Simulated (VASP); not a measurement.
# Results of a VASP single-point calculation on SnTe (strained rocksalt)

POSCAR

```
Sn Te
 1.0000000000000000
     0.0000000000000000    3.1255437384999998    3.1959148668999999
     3.1255437384999998    0.0000000000000000    3.1959148668999999
     3.1255437384999998    3.1255437384999998    0.0000000000000000
 Sn  Te
   1   1
Cartesian
  0.0000000000000000  0.0000000000000000  0.0000000000000000
  3.1255437384999993  3.1255437384999993  3.1959148668999995
```

- gap between bands v and c: -0.01 eV (bands overlap: a metal)
- least direct gap: 0.00 eV

Band v is the last that the valence electrons fill when counted band by band, and c is the next. Levels in eV from the top of v:

```
point    v−1      v     c   c+1
    Γ  -2.24  -2.00  2.99  3.53
    X  -3.91  -3.66  2.14  4.61
    K  -3.22  -2.63  3.02  3.11
    L  -1.79  -0.02  0.11  0.33
    W  -4.80  -0.78  0.89  4.53
```

Question: Which of these levels of theory gave these results?
A. PBE
B. PBE with spin–orbit coupling
C. PBEsol
D. HSE06
E. LDA
F. r²SCAN
G. PBE0

Answer: A.

The INCAR was:

```
SIGMA = 0.02
NELM = 120
PREC = Accurate
LWAVE = .FALSE.
LCHARG = .FALSE.
LASPH = .TRUE.
GGA = PE
ENCUT = 520
EDIFF = 1E-7
ISIF = 2
ISMEAR = -1
NSW = 0
NBANDS = 17
IBRION = -1
LREAL = .FALSE.
```
